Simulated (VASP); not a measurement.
Runs of VASP 6.6.1 on ZnSiP2. It takes space group I-42d (No. 122, tetragonal). Conventional cell: a = 5.358 Å, b = 5.358 Å, c = 10.444 Å, α = 90.00°, β = 90.00°, γ = 90.00°. Zn (site symmetry -4) is surrounded by 4 P at 2.35 Å. Around Si (site symmetry -4) lie 4 P at 2.26 Å. P (site symmetry 2) is surrounded by 2 Si at 2.26 Å and 2 Zn at 2.35 Å. The cell is a database's computed one.

```tsv
level	potentials or basis	k mesh	cutoff (eV)	smearing	gap on the mesh (eV)	pressure (GPa)
PBEsol	VASP PAW PBE potentials, release 64 (Zn, Si, P)	8 × 8 × 8	700	gaussian 0.02 eV	1.16	0.0
PBEsol	VASP PAW PBE potentials, release 64 (Zn, Si, P_h)	8 × 8 × 8	900	gaussian 0.02 eV	1.16	0.0
PBEsol	VASP PAW PBE potentials, release 64 (Zn, Si, P)	8 × 8 × 8	520	gaussian 0.5 eV	1.16	0.0
PBEsol	VASP PAW PBE potentials, release 64 (Zn, Si, P)	12 × 12 × 12	520	gaussian 0.02 eV	1.16	0.0
r2SCAN	VASP PAW PBE potentials, release 64 (Zn, Si, P)	8 × 8 × 8	520	gaussian 0.02 eV	(a)	0.6
```

Alike in all rows: task single point; no spin polarisation; cell as given.

Question: Estimate the missing entries.

Answer: (a) 1.54.

Caveats: the PAW data sets were made with another functional, which shifts forces and pressure a little.

A k mesh can miss the band edges.
